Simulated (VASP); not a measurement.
# TaN (P6_3/mmc) in VASP: settings compared, part 2 of 2

VASP 6.6.1.

## Step 3: Optical spectrum, PBE

The input, INCAR:

```
SYSTEM = TaN
PREC = Accurate
ENCUT = 520
EDIFF = 1E-7
ISMEAR = 0
SIGMA = 0.02
LREAL = .FALSE.
LASPH = .TRUE.
NELM = 100
ALGO = Fast
ISIF = 2
LWAVE = .FALSE.
LCHARG = .FALSE.
GGA = PE
LOPTICS = .TRUE.
NBANDS = 40
NEDOS = 1000
CSHIFT = 0.1
```

The input, KPOINTS:

```
Automatic mesh
0
G
  10 10 5
  0 0 0
```

The input, POSCAR:

```
TaN
1.0
    2.9217699809      0.0000000000      0.0000000000
   -1.4608849905      2.5303270275      0.0000000000
    0.0000000000      0.0000000000      5.9165150000
Ta N
2 2
Direct
    0.0000000000      0.0000000000      0.5000000000
    0.0000000000      0.0000000000      0.0000000000
    0.3333333333      0.6666666667      0.2500000000
    0.6666666667      0.3333333333      0.7500000000
```

Potentials or basis: VASP PAW PBE potentials, release 64 (Ta_pv, N).

Started as:

```console
> cat potpaw_PBE.64/Ta_pv/POTCAR potpaw_PBE.64/N/POTCAR > POTCAR
> mpirun -np 1 vasp_std > vasp.out
```

OUTCAR:

```text
SYSTEM = TaN
   PREC = Accurate
   ENCUT = 520
   EDIFF = 1E-7
   ISMEAR = 0
   LREAL = .FALSE.
   LASPH = .TRUE.
   NELM = 100
   ISIF = 2
   GGA = PE

 ion  position               nearest neighbor table
   1  0.000  0.000  0.500-   3 2.24   4 2.24   4 2.24   3 2.24   4 2.24   3 2.24   2 2.96   2 2.96

   2  0.000  0.000  0.000-   3 2.24   4 2.24   4 2.24   3 2.24   4 2.24   3 2.24   1 2.96   1 2.96

   3  0.333  0.667  0.250-   1 2.24   2 2.24   1 2.24   2 2.24   1 2.24   2 2.24
   4  0.667  0.333  0.750-   1 2.24   2 2.24   1 2.24   2 2.24   1 2.24   2 2.24

  LATTYP: Found a hexagonal cell.
 ALAT       =     2.9217699809
 C/A-ratio  =     2.0249763119

  Lattice vectors:

 A1 = (   2.9217699809,   0.0000000000,   0.0000000000)
 A2 = (  -1.4608849905,   2.5303270275,   0.0000000000)
 A3 = (   0.0000000000,   0.0000000000,   5.9165150000)

Analysis of symmetry for initial positions (statically):
=====================================================================
 Subroutine PRICEL returns:
 Original cell was already a primitive cell.

 Routine SETGRP: Setting up the symmetry group for a
 hexagonal supercell.

 Subroutine GETGRP returns: Found 24 space group operations
 (whereof 12 operations were pure point group operations)
 out of a pool of 24 trial point group operations.

The static configuration has the point symmetry D_3d.
 The point group associated with its full space group is D_6h.

Analysis of symmetry for dynamics (positions and initial velocities):
=====================================================================
 Subroutine PRICEL returns:
 Original cell was already a primitive cell.

 Routine SETGRP: Setting up the symmetry group for a
 hexagonal supercell.

 Subroutine GETGRP returns: Found 24 space group operations
 (whereof 12 operations were pure point group operations)
 out of a pool of 24 trial point group operations.

The dynamic configuration has the point symmetry D_3d.
 The point group associated with its full space group is D_6h.

 Subroutine INISYM returns: Found 24 space group operations
 (whereof 12 operations are pure point group operations),
 and found     1 'primitive' translations

----------------------------------------------------------------------------------------

                                     Primitive cell

[... 144 lines left out ...]

 E-fermi :   8.0919     XC(G=0): -13.2679

 val. band max:        8.0821065266   @ k =   0.1000   0.1000   0.4000
 cond. band min:       8.1257019084   @ k =   0.1000   0.0000   0.2000
 fundamental gap:      0.0435953818
 Fermi energy:         8.0918709064

 k-point     1 :       0.0000    0.0000    0.0000
  band No.  band energies     occupation
      1     -27.4992      2.00000
      2     -26.7565      2.00000
      3     -26.5058      2.00000
      4     -26.5058      2.00000
      5     -26.4453      2.00000
      6     -26.4453      2.00000
[... 733 lines left out ...]
     27      19.0387      0.00000
     28      19.8849      0.00000

 [... further k-points ...]

 [bands above 28 left out]

------------------------ aborting loop because EDIFF is reached ----------------------------------------

  FORCE on cell =-STRESS in cart. coord.  units (eV):
  Direction    XX          YY          ZZ          XY          YZ          ZX
  --------------------------------------------------------------------------------------
  -------------------------------------------------------------------------------------
  Total       -0.1256087     -0.1256087     -0.0613453      0.0000000      0.0000000      0.0000000
  in kB       -4.6008871     -4.6008871     -2.2470020      0.0000000      0.0000000      0.0000000
  external PRESSURE =      -3.8162588 kB  Pullay stress =       0.0000000 kB

 VOLUME and BASIS-vectors are now :
 -----------------------------------------------------------------------------
  energy-cutoff  :      520.00
  volume of cell :       43.74
      direct lattice vectors                 reciprocal lattice vectors
     2.921769981  0.000000000  0.000000000     0.342258291  0.197602916  0.000000000
    -1.460884991  2.530327027  0.000000000     0.000000000  0.395205833  0.000000000
     0.000000000  0.000000000  5.916515000     0.000000000  0.000000000  0.169018417

 POSITION                                       TOTAL-FORCE (eV/Angst)
 -----------------------------------------------------------------------------------
      0.00000      0.00000      2.95826         0.000000     -0.000000      0.000000
      0.00000      0.00000      0.00000         0.000000     -0.000000      0.000000
     -0.00000      1.68688      1.47913        -0.000000      0.000000      0.000000
      1.46088      0.84344      4.43739         0.000000      0.000000     -0.000000
 -----------------------------------------------------------------------------------
    total drift:                               -0.000000      0.000000      0.000000

  FREE ENERGIE OF THE ION-ELECTRON SYSTEM (eV)
  ---------------------------------------------------
  free  energy   TOTEN  =       -44.0235514286 eV

  energy  without entropy=      -44.0233001021  energy(sigma->0) =      -44.02342577

 electrical conductivity sigma (Mega S m-1) (frequency dependency in vasprun.xml)
  --------------------------------------------------------------------------------------
       0.032      -0.000       0.000
      -0.000       0.032       0.000
       0.000       0.000       0.015

  frequency dependent IMAGINARY DIELECTRIC FUNCTION (independent particle, no local field effects) density-density
     E(ev)      X         Y         Z        XY        YZ        ZX
  --------------------------------------------------------------------------------------------------------------
     0.00000     0.00000     0.00000     0.00000     0.00000     0.00000     0.00000
     0.75659    18.11918    18.11918     5.87536    -0.00000    -0.00000     0.00000
     1.51319    12.11222    12.11222    10.52728    -0.00000     0.00000    -0.00000
     2.26978    47.40100    47.40100    12.78528    -0.00000     0.00000    -0.00000
     3.02637    22.80608    22.80608     7.77421    -0.00000    -0.00000     0.00000
     3.78297    13.90774    13.90774     7.13382    -0.00000    -0.00000    -0.00000
[... 92 lines left out ...]
    74.14615     0.00079     0.00079     0.00080    -0.00000     0.00000    -0.00000
    74.90274     0.00075     0.00075     0.00076    -0.00000     0.00000    -0.00000

  frequency dependent      REAL DIELECTRIC FUNCTION (independent particle, no local field effects) density-density
     E(ev)        X           Y           Z          XY          YZ          ZX
  --------------------------------------------------------------------------------------------------------------
     0.00000   124.05404   124.05404    38.52713    -0.00000    -0.00000    -0.00000
     0.75659    25.97887    25.97887    24.41068    -0.00000     0.00000    -0.00000
     1.51319    11.69296    11.69296    28.92438    -0.00000     0.00000    -0.00000
     2.26978     4.49652     4.49652     7.11248    -0.00000    -0.00000     0.00000
     3.02637    -1.96909    -1.96909     5.20837     0.00000    -0.00000     0.00000
     3.78297    -3.41589    -3.41589     3.40127     0.00000     0.00000     0.00000
[... 92 lines left out ...]
    74.14615     0.77592     0.77592     0.77302     0.00000    -0.00000    -0.00000
    74.90274     0.78174     0.78174     0.77893     0.00000    -0.00000    -0.00000

  frequency dependent IMAGINARY DIELECTRIC FUNCTION (independent particle, no local field effects) current-current
     E(ev)      X         Y         Z        XY        YZ        ZX
  --------------------------------------------------------------------------------------------------------------
     0.00000   335.47263   335.47263   100.07431    -0.00000    -0.00000    -0.00000
     0.75659    24.79806    24.79806    12.05281    -0.00000    -0.00000    -0.00000
     1.51319    13.45509    13.45509    14.16502    -0.00000    -0.00000    -0.00000
     2.26978    47.49224    47.49224    13.25007    -0.00000    -0.00000    -0.00000
     3.02637    22.66266    22.66266     8.05275    -0.00000    -0.00000    -0.00000
     3.78297    13.64818    13.64818     7.23864    -0.00000     0.00000    -0.00000
[... 92 lines left out ...]
    74.14615     0.00018     0.00018     0.00019    -0.00000     0.00000    -0.00000
    74.90274     0.00017     0.00017     0.00017    -0.00000     0.00000    -0.00000

  frequency dependent      REAL DIELECTRIC FUNCTION (independent particle, no local field effects) current-current
     E(ev)        X           Y           Z          XY          YZ          ZX
  --------------------------------------------------------------------------------------------------------------
     0.00000    80.50371    80.50371    26.27577    -0.00000    -0.00000    -0.00000
     0.75659    21.77036    21.77036    23.00437    -0.00000     0.00000    -0.00000
     1.51319    10.24842    10.24842    27.52014    -0.00000    -0.00000    -0.00000
     2.26978     0.33593     0.33593     6.07707     0.00000    -0.00000     0.00000
     3.02637    -3.39635    -3.39635     4.73342     0.00000     0.00000     0.00000
     3.78297    -4.10636    -4.10636     3.05940     0.00000     0.00000     0.00000
[... 92 lines left out ...]
    74.14615     0.77602     0.77602     0.77310     0.00000     0.00000     0.00000
    74.90274     0.78184     0.78184     0.77901     0.00000     0.00000     0.00000
```

Wall time 73 s (1 thread of AMD EPYC 7R43 (Zen 3), shared host); peak memory 0.24 GiB.

What came out:

| Quantity | Value |
| --- | --- |
| Free energy | -44.0236 eV |
| Pressure | -0.4 GPa |
| Band gap on the k mesh | none (metal or under the smearing width) |

Stress tensor (GPa, compression positive):
```
-0.46  0.00  0.00
 0.00 -0.46  0.00
 0.00  0.00 -0.22
```

Levels at points of the mesh, in eV from the Fermi level:
| k point | band 13 | band 14 | band 15 | band 16 | band 17 | band 18 | band 19 | band 20 |
| --- | --- | --- | --- | --- | --- | --- | --- | --- |
| (0.00, 0.00, 0.00) | -3.47 | -1.96 | -1.96 | -0.20 | -0.20 | 0.58 | 0.58 | 2.36 |
| (0.50, 0.00, 0.00) | -4.12 | -3.67 | -2.78 | -2.09 | 2.86 | 3.95 | 4.82 | 5.14 |

Dielectric function (mean over the directions given):
```csv
energy (eV),real part,imaginary part
0.30,74.16,66.92
1.29,8.36,21.42
2.35,-3.18,29.62
3.40,1.76,15.30
4.39,0.58,6.59
5.45,3.60,6.24
6.51,2.18,7.07
7.49,2.31,7.12
8.55,0.18,9.62
9.61,-0.92,7.54
10.59,-3.46,4.81
11.65,-1.31,2.98
12.71,-1.08,3.54
13.69,-1.49,2.22
14.75,-0.27,1.81
15.81,-0.47,2.14
16.80,-0.43,1.93
17.86,-0.94,1.43
18.91,-0.42,1.12
19.97,-0.44,1.19
```

Caveat: spectra need much finer meshes, so this one isn't converged; independent-particle spectra lack excitons; the intraband (Drude) part of a metal's response may be missing. The run has no spin-orbit coupling, so splittings on Ta are missing.

## Step 4: Density of states, PBE

POSCAR is that of step 3.

The input, INCAR.step1:

```
ALGO = Normal
EDIFF = 1E-6
ENCUT = 520
GGA = PE
ISIF = 2
ISMEAR = 0
LASPH = True
LCHARG = True
LMAXMIX = 4
LREAL = False
LWAVE = False
NELM = 60
PREC = Accurate
SIGMA = 0.02
```

The input, KPOINTS.step1:

```
k-points
0
Gamma
  10 10 5
```

The input, INCAR.step2:

```
ALGO = Normal
EDIFF = 1E-6
ENCUT = 520
GGA = PE
ICHARG = 11
ISIF = 2
ISMEAR = -5
LASPH = True
LCHARG = False
LMAXMIX = 4
LORBIT = 10
LREAL = False
LWAVE = False
NEDOS = 2001
NELM = 60
PREC = Accurate
SIGMA = 0.02
```

The input, KPOINTS.step2:

```
k-points
0
Gamma
  15 15 8
```

Started as:

```console
> cat potpaw_PBE.64/Ta_pv/POTCAR potpaw_PBE.64/N/POTCAR > POTCAR
> cp INCAR.step1 INCAR
> cp KPOINTS.step1 KPOINTS
> mpirun -np 1 vasp_std > vasp.out
> cp INCAR.step2 INCAR
> cp KPOINTS.step2 KPOINTS
> mpirun -np 1 vasp_std > vasp.out
```

Run time: 90 s. Hardware: 1 thread of AMD EPYC 7R43 (Zen 3), shared host; peak memory 0.21 GiB.

Results (log left out):

```
Valence electrons inside the program's atomic spheres : Ta 8.98; N 3.71
```

Levels at points of the mesh, in eV from the Fermi level:
| k point | band 12 | band 13 | band 14 | band 15 | band 16 | band 17 | band 18 | band 19 | band 20 |
| --- | --- | --- | --- | --- | --- | --- | --- | --- | --- |
| (0.00, 0.00, 0.00) | -4.30 | -3.51 | -2.00 | -2.00 | -0.24 | -0.24 | 0.54 | 0.54 | 2.32 |
| (0.00, 0.00, 0.50) | -3.86 | -3.86 | -3.86 | -0.67 | -0.67 | 0.97 | 0.97 | 0.97 | 0.97 |

States per cell in windows of 0.5 eV (zero at the Fermi level; states under -8 eV left out):
| from (eV) | total | Ta1_d | Ta2_d | N3_p | N4_p | Ta1_p | Ta2_p |
| --- | --- | --- | --- | --- | --- | --- | --- |
| -8.0 | 0.74 | 0.06 | 0.06 | 0.11 | 0.11 | 0.01 | 0.01 |
| -7.5 | 1.45 | 0.14 | 0.14 | 0.23 | 0.23 | 0.02 | 0.02 |
| -7.0 | 1.01 | 0.11 | 0.11 | 0.17 | 0.17 | 0.02 | 0.02 |
| -6.5 | 1.17 | 0.13 | 0.13 | 0.21 | 0.21 | 0.02 | 0.02 |
| -6.0 | 1.24 | 0.13 | 0.13 | 0.24 | 0.24 | 0.03 | 0.03 |
| -5.5 | 1.45 | 0.14 | 0.14 | 0.29 | 0.29 | 0.04 | 0.04 |
| -5.0 | 1.86 | 0.20 | 0.20 | 0.38 | 0.38 | 0.05 | 0.05 |
| -4.5 | 1.43 | 0.14 | 0.14 | 0.31 | 0.31 | 0.04 | 0.04 |
| -4.0 | 0.78 | 0.10 | 0.10 | 0.16 | 0.16 | 0.01 | 0.01 |
| -3.5 | 0.34 | 0.05 | 0.05 | 0.06 | 0.06 | 0.00 | 0.00 |
| -3.0 | 0.49 | 0.08 | 0.08 | 0.07 | 0.07 | 0.01 | 0.01 |
| -2.5 | 0.55 | 0.13 | 0.13 | 0.05 | 0.05 | 0.01 | 0.01 |
| -2.0 | 0.88 | 0.25 | 0.25 | 0.05 | 0.05 | 0.01 | 0.01 |
| -1.5 | 0.90 | 0.27 | 0.27 | 0.04 | 0.04 | 0.01 | 0.01 |
| -1.0 | 0.81 | 0.25 | 0.25 | 0.03 | 0.03 | 0.01 | 0.01 |
| -0.5 | 0.44 | 0.14 | 0.14 | 0.02 | 0.02 | 0.00 | 0.00 |
| 0.0 | 0.54 | 0.17 | 0.17 | 0.03 | 0.03 | 0.00 | 0.00 |
| 0.5 | 0.83 | 0.25 | 0.25 | 0.06 | 0.06 | 0.00 | 0.00 |
| 1.0 | 0.79 | 0.25 | 0.25 | 0.04 | 0.04 | 0.01 | 0.01 |
| 1.5 | 0.90 | 0.29 | 0.29 | 0.05 | 0.05 | 0.01 | 0.01 |
| 2.0 | 0.91 | 0.29 | 0.29 | 0.05 | 0.05 | 0.01 | 0.01 |
| 2.5 | 0.82 | 0.28 | 0.28 | 0.03 | 0.03 | 0.01 | 0.01 |
| 3.0 | 0.73 | 0.25 | 0.25 | 0.03 | 0.03 | 0.01 | 0.01 |
| 3.5 | 1.17 | 0.42 | 0.42 | 0.04 | 0.04 | 0.01 | 0.01 |
| 4.0 | 0.78 | 0.28 | 0.28 | 0.03 | 0.03 | 0.01 | 0.01 |
| 4.5 | 0.52 | 0.20 | 0.20 | 0.02 | 0.02 | 0.00 | 0.00 |
| 5.0 | 0.01 | 0.00 | 0.00 | 0.00 | 0.00 | 0.00 | 0.00 |
| 5.5 | 0.00 | 0.00 | 0.00 | 0.00 | 0.00 | 0.00 | 0.00 |
| 6.0 | 0.00 | 0.00 | 0.00 | 0.00 | 0.00 | 0.00 | 0.00 |
| 6.5 | 0.00 | 0.00 | 0.00 | 0.00 | 0.00 | 0.00 | 0.00 |

Caveat: tetrahedron occupations give inexact forces and stress in metals. The run has no spin-orbit coupling, so splittings on Ta are missing.
